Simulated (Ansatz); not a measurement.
Sr, DFT, PBE, all-electron PAW with datasets made for the crystal, scalar-relativistic (Ansatz 0.2.0), run on 1 thread of Arm Neoverse N1 on a shared host.

The structure is an experimental refinement, used without relaxation. It was measured hot, at 887 K. The listed cell was then made from it by scaling, straining or moving an atom.

Command: `ansatz run input.yaml --threads 1 --pin off --max-ram 2048MiB --backend cpu --events-out ev --progress --plain --runs-dir out`

```yaml
crystal:
  lattice:
    - [-2.475005261, 2.475005261, 2.328]
    - [2.475005261, -2.475005261, 2.328]
    - [2.475005261, 2.475005261, -2.328]
  atoms:
    - { symbol: Sr, position: [0.0, 0.0, 0.0] }
kpoints:
  mp_grid: { grid: [12, 12, 12] }
scf:
  occupations: { method: fermi_dirac, width: 0.05 }
hamiltonian:
  xc: pbe
  pseudopotentials: { kind: all_electron, datasets: crystal }
output:
  forces: true
  stress: true
  eigenvalues: true
  efg: { contact_densities: true }
```

Task: How large is the problem that the program sets up?

Result: 163 irreducible k-points, 357 plane waves at Γ, 9 bands.

Task: About how long does it take, and how much memory does it use?

Result: 12 s of wall time for 7 SCF iterations, with a peak of 0.38 GiB. Times on shared machines scatter by tens of per cent.

Task: And the same cell and mesh by LAPW (all electrons), asked for forces, stress, eigenvalues, on the same hardware?

Result: 14 s, peak memory 0.28 GiB.

Task: And the same cell and mesh by PAW (frozen-core files), asked for forces, stress, eigenvalues, efg, on the same hardware?

Result: 7.6 s, peak memory 0.37 GiB.
